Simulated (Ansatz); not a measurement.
# NbGe2N4 monolayer in a perpendicular field

Aim: how the NbGe2N4 monolayer screens a field along its normal, and what the field does to its bands. A positive field points along +c.

Main program and level: Ansatz 0.2.0; plane-wave DFT, PBE-D3(BJ), Ansatz PAW (set soft_1); PAW set soft_1.

### Step 1. The structure

The cell holds 7 atoms: 4 N, 2 Ge and 1 Nb. Its edges and angles: a = 3.020 Å, b = 3.020 Å, c = 45.826 Å, α = 90.0°, β = 90.0°, γ = 120.0°. Vacuum lies along c.

Coordinates:

```xyz
7
Lattice="3.0200 0.0000 0.0000 -1.5100 2.6154 0.0000 0.0000 0.0000 45.8257" Properties=species:S:1:pos:R:3
N     0.0000    0.0000   19.2000
Ge    0.0000    1.7436   19.7878
N     0.0000    1.7436   21.6278
Nb    0.0000    0.0000   22.9128
N     0.0000    1.7436   24.1979
Ge    0.0000    1.7436   26.0379
N     0.0000    0.0000   26.6257
```

### Step 2. Relaxation

The starting cell is a guess, so the in-plane lattice and the atoms are relaxed first, with the slab cut off from its images along the normal.

The input, input.yaml:

```yaml
crystal:
  lattice:
    - [3.02, 0.0, 0.0]
    - [-1.51, 2.6153967194, 0.0]
    - [0.0, 0.0, 45.8256820729]
  atoms:
    - { symbol: "N", position: [0.0, 0.0, 0.4189790338] }
    - { symbol: Ge, position: [0.3333333333, 0.6666666667, 0.4318051195] }
    - { symbol: "N", position: [0.3333333333, 0.6666666667, 0.471957277] }
    - { symbol: Nb, position: [0.0, 0.0, 0.5], spin: 1.0 }
    - { symbol: "N", position: [0.3333333333, 0.6666666667, 0.528042723] }
    - { symbol: Ge, position: [0.3333333333, 0.6666666667, 0.5681948805] }
    - { symbol: "N", position: [0.0, 0.0, 0.5810209662] }
  periodic: [true, true, false]
magnetization:
  spin_polarized: true
kpoints:
  mp_grid: { grid: [12, 12, 1] }
hamiltonian:
  xc: pbe
  dispersion: d3bj
  pseudopotentials: { kind: paw, azcp: { folder: soft_1 } }
scf:
  occupations: { method: fermi_dirac, width: 0.05 }
  convergence: { dr2_threshold: 1.0e-09 }
relax:
  f_tol: 0.004
  max_steps: 90
  cell: {}
output:
  write_potential: true
  write_density: true
  volumetric_format: npy
```

Launch:

```
> ansatz run input.yaml --threads 4 --pin off --max-ram 6144MiB --backend cpu --events-out ev --progress --plain --runs-dir out
```

Numbers of over 12 decimals in the logs are rounded to 6 here.

Log:

```text
Warning: relax.cell: scf.convergence.dr2_threshold = 1e-9 eV is looser than the 2.30525231843e-10 eV advised for a relaxation that steers and ends on the stress (1e-10 eV for each atom of the cell: 7, times the square of relax.cell.stress_2d_tol = 0.05 N/m over 17.4 Å (the atoms' height at the walk's start and 5 Å past either face), 2.869e-2 GPa, over a crystal's default 0.05). What an SCF threshold leaves in a stress goes as its square root, and in the free energy as the threshold itself, and one threshold admits the most on a small cell: [figures from the program's tests cut] Set scf.convergence.dr2_threshold to 2.30525231843e-10 eV or tighter. [rest of the remark cut]
Engine: ansatz 0.2.0, aarch64-unknown-linux-gnu
Pseudopotentials: kind: paw
Pseudopotential: N, paw, valence charge 5, recommended cutoff 420 eV (normal), soft_1/N.paw.azcp
Pseudopotential: Ge, paw, valence charge 14, recommended cutoff 420 eV (normal), soft_1/Ge.paw.azcp
Pseudopotential: Nb, paw, valence charge 13, recommended cutoff 420 eV (normal), soft_1/Nb.paw.azcp
Functional definition: PBE
  parameter kappa = 0.804
  parameter beta = 0.066725
  exchange = pbe_x(kappa = kappa, mu = beta*pi^2/3)
  correlation = pbe_c(beta = beta)
Crystal: 7 atoms, lattice volume = 361.954 Å³
Basis set: ecut = 420 eV, 6933 PW (Γ), exchange–correlation on 48×48×640 points (8 copies of the dense FFT grid, shifted against one another)
Bands: 38, of which v1, the nominal top of the filled ones, is band 31 counted from 1 (30 counted from 0)
Symmetry: 12 space group operations
Space group: P-6m2 (ITA 187), of the structure as read, at distance tolerance 7.1e-5 Å
Magnetic group: BNS 187.209 (UNI 1439), of the structure as read, at distance tolerance 7.1e-5 Å
k-points: 19 of 144 (time reversal used)
Non-local potential: N, projectors of the file, l = 0: 2, l = 1: 2, l = 2: 1
Non-local potential: Ge, projectors of the file, l = 0: 2, l = 1: 2, l = 2: 3, l = 3: 1
Non-local potential: Nb, projectors of the file, l = 0: 3, l = 1: 2, l = 2: 2, l = 3: 1
PAW form: soft (Blöchl's): semilocal exchange-correlation on the pseudo side does not see the compensation charge
PAW one-centre angular grid: N, 110 points (default); XC on 64 Gauss nodes
PAW one-centre angular grid: Ge, 590 points (default); XC on 64 Gauss nodes
PAW one-centre angular grid: Nb, 590 points (default); XC on 64 Gauss nodes
Initial density: superposition of atomic densities (neutral atoms: chi_scale 0, normalization atom)
Starting moments: Σ|m| = 1 μB on 1 of 7 sites
Initial wavefunctions: pseudopotential atomic-orbital guess
Functional: x = pbe(κ = 0.804, μ = 0.219515), c = pbe(β = 0.066725)
SCF iter   1: F=—  HF=-14689.469090 eV  |F-HF|=—  |Δ(HF+E_count)|=         —  Δρ=4.35e-2 (↑4.35e-2 ↓4.33e-2)  dr2=3.16e1  dr2_m=3.88e-2  M=0.888 μB ∫|m|=0.921 μB  β_m=0.30  ethr=3.10e-3  ⟨swp⟩=15.1  Hψ=10156  notcnv=0  defer=1
Mixer restart at iter 1: flushing history
preconditioner: auto → Resta (q_TF=auto, 2.028 Å⁻¹)  ε∞=1.6  [insulator: Δε(μ)=0.128 eV  Ē_g=19.389 eV  σ=0.050 eV  W_gap=0.55  n_scr=28 (ndim 8)  ℏωp=15.0 eV  f_vac=0.759  D(μ)=1.42/eV (n_scr^D=12)  ε∞_Penn≈1.6  vacuum switching on, ρ_ref=2.7e-2 e/Å³]
spin=Collinear: Resta preconditioning applied to the charge; magnetization (m = ρ↑ − ρ↓) channel mixes plain (no charge-response kernel on spin).
SCF iter   2: F=—  HF=-14682.464216 eV  |F-HF|=—  |Δ(HF+E_count)|=    7.00e0  Δρ=1.41e-2 (↑1.40e-2 ↓1.41e-2)  dr2=2.65e0  dr2_m=1.57e-2  M=0.766 μB ∫|m|=0.816 μB  β_m=0.34  ethr=3.10e-3  ⟨swp⟩=4.9  Hψ=4518  notcnv=0  defer=61
preconditioner: auto → LDOS  [metal: Δε(μ)=0.072 eV  Ē_g=17.825 eV  σ=0.050 eV  W_gap=0.34  n_scr=28 (ndim 8)  ℏωp=14.2 eV  f_vac=0.763  D(μ)=2.04/eV (n_scr^D=14)]
spin=Collinear: LDOS preconditioning applied to the charge; magnetization (m = ρ↑ − ρ↓) channel mixes plain (no charge-response kernel on spin).
SCF iter   3: F=—  HF=-14681.897826 eV  |F-HF|=—  |Δ(HF+E_count)|=   5.66e-1  Δρ=7.81e-3 (↑7.69e-3 ↓7.81e-3)  dr2=5.73e-1  dr2_m=6.00e-3  M=0.746 μB ∫|m|=0.793 μB  β_m=0.58  ethr=3.10e-3  ⟨swp⟩=3.1  Hψ=3131  notcnv=0  defer=61
SCF iter   4: F=—  HF=-14681.861765 eV  |F-HF|=—  |Δ(HF+E_count)|=   3.61e-2  Δρ=1.57e-3 (↑1.57e-3 ↓1.52e-3)  dr2=1.77e-2  dr2_m=6.05e-4  M=0.772 μB ∫|m|=0.803 μB  β_m=0.63  ethr=9.39e-4  ⟨swp⟩=5.1  Hψ=3645  notcnv=0  defer=62
SCF iter   5: F=—  HF=-14681.863134 eV  |F-HF|=—  |Δ(HF+E_count)|=         —  Δρ=5.29e-4 (↑5.29e-4 ↓4.44e-4)  dr2=1.75e-3  dr2_m=1.25e-4  M=0.775 μB ∫|m|=0.800 μB  β_m=0.63  ethr=2.90e-5  ⟨swp⟩=3.5  Hψ=3999  notcnv=0  defer=62
SCF iter   6: F=—  HF=-14681.863985 eV  |F-HF|=—  |Δ(HF+E_count)|=   8.51e-4  Δρ=2.06e-4 (↑2.06e-4 ↓1.78e-4)  dr2=2.67e-4  dr2_m=3.45e-5  M=0.781 μB ∫|m|=0.805 μB  β_m=0.64  ethr=2.87e-6  ⟨swp⟩=3.3  Hψ=3320  notcnv=0  defer=62
SCF iter   7: F=—  HF=-14681.864261 eV  |F-HF|=—  |Δ(HF+E_count)|=   2.77e-4  Δρ=1.06e-4 (↑1.06e-4 ↓1.02e-4)  dr2=6.59e-5  dr2_m=1.30e-5  M=0.784 μB ∫|m|=0.807 μB  β_m=0.75  ethr=4.37e-7  ⟨swp⟩=3.3  Hψ=3224  notcnv=0  defer=62
SCF iter   8: F=—  HF=-14681.864363 eV  |F-HF|=—  |Δ(HF+E_count)|=   1.02e-4  Δρ=3.67e-5 (↑3.60e-5 ↓3.67e-5)  dr2=9.68e-6  dr2_m=1.76e-6  M=0.787 μB ∫|m|=0.809 μB  β_m=0.82  ethr=1.08e-7  ⟨swp⟩=3.1  Hψ=3175  notcnv=0  defer=62
SCF iter   9: F=—  HF=-14681.864386 eV  |F-HF|=—  |Δ(HF+E_count)|=   2.24e-5  Δρ=8.87e-6 (↑8.87e-6 ↓8.75e-6)  dr2=1.84e-6  dr2_m=7.95e-8  M=0.788 μB ∫|m|=0.810 μB  β_m=0.73  ethr=1.59e-8  ⟨swp⟩=3.8  Hψ=3616  notcnv=0  defer=62
SCF iter  10: F=—  HF=-14681.864387 eV  |F-HF|=—  |Δ(HF+E_count)|=   1.10e-6  Δρ=3.03e-6 (↑2.54e-6 ↓3.03e-6)  dr2=2.02e-8  dr2_m=1.32e-8  M=0.788 μB ∫|m|=0.811 μB  β_m=0.78  ethr=3.02e-9  ⟨swp⟩=3.7  Hψ=3299  notcnv=0  defer=62
SCF iter  11: F=—  HF=-14681.864387 eV  |F-HF|=—  |Δ(HF+E_count)|=   5.00e-7  Δρ=1.01e-6 (↑7.20e-7 ↓1.01e-6)  dr2=2.67e-9  dr2_m=1.50e-9  M=0.788 μB ∫|m|=0.811 μB  β_m=0.77  ethr=3.31e-11  ⟨swp⟩=3.9  Hψ=3907  notcnv=0  defer=62
SCF iter  12: F=—  HF=-14681.864387 eV  |F-HF|=—  |Δ(HF+E_count)|=   4.93e-8  Δρ=5.19e-7 (↑5.19e-7 ↓4.40e-7)  dr2=1.16e-9  dr2_m=4.84e-10  M=0.788 μB ∫|m|=0.811 μB  β_m=0.81  ethr=4.38e-12  ⟨swp⟩=3.3  Hψ=3294  notcnv=0  defer=62
SCF iter  13: F=-14681.864387 eV  HF=-14681.864387 eV  |F-HF|=1.08e-8  |Δ(HF+E_count)|=   1.95e-8  Δρ=2.91e-7 (↑1.99e-7 ↓2.91e-7)  dr2=2.39e-10  dr2_m=1.58e-10  M=0.788 μB ∫|m|=0.810 μB  ethr=1.64e-12  ⟨swp⟩=12.1  Hψ=10816  notcnv=0
SCF 1 converged in 13 iterations: F = -14681.864387 eV  dr2 = 2.39e-10
[...]
relax step   4: F+E_penalty+E_count = -14682.02076166 eV  Δ(F+E_penalty+E_count) = -4.332e-3 eV  max|allowed force component| = 5.943e-2 eV/Å  Δτ_max = 0.0187 Å  P = +0.467 N/m  Ω = 371.137 Å³  energy of the carried Pulay correction = -4.111e-3 eV  fix = [c, alpha, beta]  reactions: c +0.000 N/m  (8 SCF iters, accepted)
[...]
relax step   5: F+E_penalty+E_count = -14682.02095495 eV  Δ(F+E_penalty+E_count) = -1.933e-4 eV  max|allowed force component| = 2.458e-2 eV/Å  Δτ_max = 0.0040 Å  P = -0.109 N/m  Ω = 371.676 Å³  energy of the carried Pulay correction = -4.350e-3 eV  fix = [c, alpha, beta]  reactions: c -0.000 N/m  (8 SCF iters, accepted)
[...]
relax step   6: F+E_penalty+E_count = -14682.02102548 eV  Δ(F+E_penalty+E_count) = -7.053e-5 eV  max|allowed force component| = 5.656e-4 eV/Å  Δτ_max = 0.0007 Å  P = +0.001 N/m  Ω = 371.579 Å³  energy of the carried Pulay correction = -4.306e-3 eV  fix = [c, alpha, beta]  reactions: c +0.000 N/m  (6 SCF iters, accepted)
[...]
relax step   7: F+E_penalty+E_count = -14682.02596094 eV  Δ(F+E_penalty+E_count) = -4.935e-3 eV  max|allowed force component| = 7.970e-4 eV/Å  Δτ_max = 0.0000 Å  P = +0.111 N/m  Ω = 371.579 Å³  fix = [c, alpha, beta]  reactions: c +0.000 N/m  stress off target by 1.11e-1 N/m on what of the cell is left free  SCF on the basis re-selected at this cell (its energy is not comparable with the rows above)  (7 SCF iters)
[...]
relax step   8: F+E_penalty+E_count = -14682.02591506 eV  Δ(F+E_penalty+E_count) = +4.587e-5 eV  max|allowed force component| = 8.228e-4 eV/Å  Δτ_max = 0.0003 Å  P = +0.010 N/m  Ω = 371.708 Å³  energy of the carried Pulay correction = -5.640e-5 eV  fix = [c, alpha, beta]  reactions: c +0.000 N/m  (6 SCF iters, accepted)
iter 1 solved again at ethr=7.55e-8 eV; its pass at ethr=3.10e-3 eV (dr2=4.61e-5 eV) is discarded
SCF iter   1: F=—  HF=-14682.025819 eV  |F-HF|=—  |Δ(HF+E_count)|=         —  Δρ=4.72e-6 (↑4.72e-6 ↓4.55e-6)  dr2=1.23e-8  dr2_m=8.31e-11  M=0.741 μB ∫|m|=0.771 μB  β_m=0.65  ethr=7.55e-8  ⟨swp⟩=7.6  Hψ=17997  notcnv=0
spin=Collinear: LDOS preconditioning applied to the charge; magnetization (m = ρ↑ − ρ↓) channel mixes plain (no charge-response kernel on spin).
SCF iter   2: F=—  HF=-14682.025979 eV  |F-HF|=—  |Δ(HF+E_count)|=   1.59e-4  Δρ=1.73e-6 (↑1.73e-6 ↓1.66e-6)  dr2=5.44e-9  dr2_m=2.40e-11  M=0.741 μB ∫|m|=0.771 μB  β_m=0.44  ethr=2.02e-11  ⟨swp⟩=6.1  Hψ=5804  notcnv=0
SCF iter   3: F=—  HF=-14682.025987 eV  |F-HF|=—  |Δ(HF+E_count)|=   8.26e-6  Δρ=1.33e-6 (↑1.33e-6 ↓1.28e-6)  dr2=9.67e-10  dr2_m=1.25e-11  M=0.741 μB ∫|m|=0.771 μB  β_m=0.60  ethr=8.93e-12  ⟨swp⟩=2.9  Hψ=2751  notcnv=0
SCF iter   4: F=-14682.026010 eV  HF=-14682.026007 eV  |F-HF|=2.41e-6  |Δ(HF+E_count)|=   2.03e-5  Δρ=2.63e-7 (↑2.63e-7 ↓2.55e-7)  dr2=8.61e-11  dr2_m=1.91e-12  M=0.741 μB ∫|m|=0.771 μB  ethr=1.58e-12  ⟨swp⟩=15.7  Hψ=13579  notcnv=0
SCF 9 converged in 4 iterations: F = -14682.026010 eV  dr2 = 8.61e-11
relax step   9: F+E_penalty+E_count = -14682.02600959 eV  Δ(F+E_penalty+E_count) = -9.452e-5 eV  max|allowed force component| = 7.919e-4 eV/Å  Δτ_max = 0.0000 Å  P = +0.011 N/m  Ω = 371.708 Å³  fix = [c, alpha, beta]  reactions: c +0.000 N/m  stress off target by 1.08e-2 N/m on what of the cell is left free  SCF on the basis re-selected at this cell (its energy is not comparable with the rows above)  (4 SCF iters)
basis re-selected at this cell: Δ(F+E_penalty+E_count) = -9.452e-5 eV, ΔP = +0.001 N/m vs the last step (what re-selecting the basis moved, of the pressure what is left beyond the Pulay correction that the steps carried, after the strain that the cell walked since its last selection, with what the two solves' SCF thresholds leave and, on support functions, any second-order correction that the steps lacked; it is no m [...]
WARN: The output density's exchange-correlation potential varies sharply where the density is thin. Do not read a vacuum level from v_tot or v_xc, or from such a field of the output density. On a cell that repeats whose density bears no net charge and no dipole along the vacuum's axis use v_es (v_loc + v_h of the components); under efield.dipole_correction with no amplitude use v_es + v_field, which holds any externa [...]
SCF converged after 4 iterations
Magnetization: 0.7413 μB (30.8706 up, 30.1294 down)
Absolute magnetization: 0.7701 μB (∫|ρ↑−ρ↓|, with the PAW one-centre terms)
Spin contamination: 0.0035 ħ² per cell (⟨S²⟩ above its minimum at these occupations)
Per-site moments (μB) at R_I (Å): [(0.00581162, 0.771513), (0.00311215, 0.771513), (0.000201693, 0.773092), (0.316111, 0.885028), (0.000201693, 0.773092), (0.00311215, 0.771513), (0.00581162, 0.771513)]
Free energy (F): -14682.026010 eV
Harris-Foulkes:  -14682.026007 eV  (|F-HF|=2.41e-6)
Internal energy: -14682.009964 eV  (E = F + TS)
E sigma→0 (E₀):  -14682.017987 eV
Entropy (-TS):   -0.016045 eV (-2.292 meV/atom)
Fermi energy:    -5.573722 eV
--- Per-component energies (eV) ---
  E_band       = -1383.489376
  E_kinetic    = 1073.691216
  E_local      = -353805.338283  (includes V_loc(G=0)·N_el)
  E_nonlocal   = 678.305035
  E_hartree    = 176049.987705
  E_xc         = -545.346834
  E_vxc        = -630.787462  (∫ρ·V_xc dr)
  E_paw        = -7631.118945  (= ΣΔE_a)
  E_vpaw       = -799.340233  (= ΣTr[D̂ρ^β])
  E_aug_tail   = 0.003530  (compensation charges beyond the density's cutoff)
  E_ewald      = 169499.530468
  E_disp       = -1.723856  (pairwise vdW)
  E_smearing   = -0.016045  (= −TS)
  E_closure    = 0.000000  (closes the sum)
  Σ components = -14682.026010   (vs F -14682.026010, Δ=0.00e0)
--- Forces (eV/Å), atoms counted from 1 ---
  atom   1  N      0.00000000    -0.00000000     0.00048205
  atom   2  Ge     0.00000000     0.00000000    -0.00079192
  atom   3  N      0.00000000    -0.00000000    -0.00005554
  atom   4  Nb    -0.00000000    -0.00000000    -0.00000000
  atom   5  N      0.00000000    -0.00000000     0.00005554
  atom   6  Ge     0.00000000     0.00000000     0.00079192
  atom   7  N      0.00000000    -0.00000000    -0.00048205
  max |Σ_I F_I| component: 1.34e-15 eV/Å
--- 2D stress c σ (N/m, compression-positive) ---
        0.010806      -0.000000       0.000000
        0.000000       0.010806      -0.000000
        0.000000      -0.000000       0.000000
  P = ½ c Tr σ = 0.0108 N/m
--- Band table (eV; the first three rows and the last of 38) ---
  k-point 0 ↑: bands = [... 27 lower, -7.8364, -7.8364, -7.2799, -5.4625, -3.7587, -3.3608, -2.1466, -2.1466, ... 3 higher]
  k-point 1 ↑: bands = [... 27 lower, -8.0104, -7.9515, -7.1281, -5.2707, -3.4955, -3.4320, -2.1648, -1.9910, ... 3 higher]
  k-point 2 ↑: bands = [... 27 lower, -8.2451, -8.2243, -7.1575, -5.4669, -3.3806, -2.9896, -2.2031, -1.6487, ... 3 higher]
  k-point 18 ↓: bands = [... 27 lower, -9.0020, -7.6422, -7.0260, -5.0391, -3.0493, -1.4145, -1.3997, -0.6586, ... 3 higher]
  the weakly bound empty levels are not read free of the cell's end (no_gap_told)
--- Relaxed structure (7 steps of the walk, 7 accepted, 2 SCFs on fresh bases) ---
  F+E_penalty+E_count = -14682.02600959 eV   max|allowed force component| = 7.919e-4 eV/Å   (the final SCF, on the basis selected at the relaxed cell)
  cell:  # Å, volume = 371.7078 Å³
    - [3.060420, 0.0, 0]
    - [-1.530210, 2.650402, 0]
    - [0, 0, 45.8256820729]
  atoms:
    - { symbol: N, position: [1.0603143754647398e-17, -5.129807328980583e-17, 0.419162] }
    - { symbol: Ge, position: [0.333333, 0.666667, 0.432544] }
    - { symbol: N, position: [0.333333, 0.666667, 0.473442] }
    - { symbol: Nb, position: [1.0573552618555e-17, -5.135725556199063e-17, 0.5] }
    - { symbol: N, position: [0.333333, 0.666667, 0.526558] }
    - { symbol: Ge, position: [0.333333, 0.666667, 0.567456] }
    - { symbol: N, position: [1.0543961482462619e-17, -5.141643783417539e-17, 0.580838] }
```

It took 2.6 min on 4 threads of Arm Neoverse V1, shared host; peak memory 0.92 GiB; 10 min of CPU time.

Step by step:

```csv
step,energy less that of the first step (eV),largest force component (eV/Å),volume (Å³)
1,0.0000,1.7455,361.95
2,-0.0946,0.4559,373.14
3,-0.1520,0.1939,370.69
4,-0.1564,0.0594,371.14
5,-0.1566,0.0246,371.68
6,-0.1566,0.0006,371.58
7*,-0.1616,0.0008,371.58
8,-0.1615,0.0008,371.71
9*,-0.1616,0.0008,371.71
```

Relaxation steps marked * repeat the geometry before them on a plane-wave basis chosen anew for their cell, so energy and pressure can jump there.

Forces are held to the 12 operations that the run works with; a distortion that breaks them can't arise in this run.

```csv
cell as run,before,after,change
a (Å),3.020,3.060,+1.3 %
b (Å),3.020,3.060,+1.3 %
```

The atoms that moved most (Å, along periodic axes as changes of fractional coordinates times the final cell, across vacuum about the mean position):

```csv
atom,dx,dy,dz,length
N3,0.000,0.000,0.068,0.068
N5,0.000,0.000,-0.068,0.068
Ge2,0.000,0.000,0.034,0.034
Ge6,0.000,0.000,-0.034,0.034
N1,0.000,0.000,0.008,0.008
N7,0.000,0.000,-0.008,0.008
```

Final coordinates:

```xyz
7
Lattice="3.0604 0.0000 0.0000 -1.5302 2.6504 0.0000 0.0000 0.0000 45.8257" Properties=species:S:1:pos:R:3
N     0.0000    0.0000   19.2084
Ge    0.0000    1.7669   19.8216
N     0.0000    1.7669   21.6958
Nb    0.0000    0.0000   22.9128
N     0.0000    1.7669   24.1299
Ge    0.0000    1.7669   26.0041
N     0.0000    0.0000   26.6173
```

This step gave:

* energy at zero smearing: -14682.0180 eV
* total moment: 0.7413 μB
* site moments: 0.005812, 0.003112, 2.02e-4, 0.3161, 2.02e-4, 0.003112, 0.005812 μB

Site moment by atom:

```csv
atom,site moment (μB)
N1,0.006
Ge2,0.003
N3,0.000
Nb4,0.316
N5,0.000
Ge6,0.003
N7,0.006
```

The lattice constant a goes from 3.020 to 3.060 Å.

(Continued in part 2 of 3.)

[Logs are printed without paths, hosts, clocks, repeated set-up lines and the standing remarks that a program may print on its own settings, such as how far it seeks lower states.]

[Hosts, paths, dates, database ids (printed as entryN), source tags and the programs' standing remarks are cut or masked in the printed files.]

[Maps of the electrostatic potential energy from Ansatz leave out the sawtooth potential of an applied field or a dipole correction, so their vacuum need not be flat; planar profiles and work functions include it.]
